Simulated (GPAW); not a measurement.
GaN:

```
Ga N
1.0
     3.21154    0.00000    0.00000
    -1.60577    2.78127    0.00000
     0.00000    0.00000   10.35684
Ga N
4 4
Cartesian
  0.0000 0.0000 8.1391
  1.6058 0.9271 0.3868
  0.0000 1.8542 5.5652
  0.0000 0.0000 2.9607
  0.0000 0.0000 0.9636
  1.6058 0.9271 3.5601
  0.0000 0.0000 6.1420
  0.0000 1.8542 8.7385
```

The cell is a database's computed one.

Program: GPAW 26.7.0. Alike in all runs: no spin polarisation; cell as given; cutoff (eV) 800; smearing fermi-dirac 0.05 eV.

Q: Order these runs on this cell by their pressure, lowest first.
A. level PBE; potentials or basis GPAW PAW data sets (gpaw-data 1.2.1), pw; k mesh 10 × 10 × 3
B. level PBEsol; potentials or basis PAW data sets generated in the run's folder for this functional, pw; k mesh 6 × 6 × 2; band path GMKGALHA,LM,KH; band points 100
C. level r2SCAN; potentials or basis GPAW PAW data sets (gpaw-data 1.2.1), pw; k mesh 6 × 6 × 2; band path GMKGALHA,LM,KH; band points 100

A: C (-2.2 GPa), B (0.0 GPa), A (5.7 GPa).

Caveats: the PAW data sets were made with another functional, which shifts forces and pressure a little (some runs).
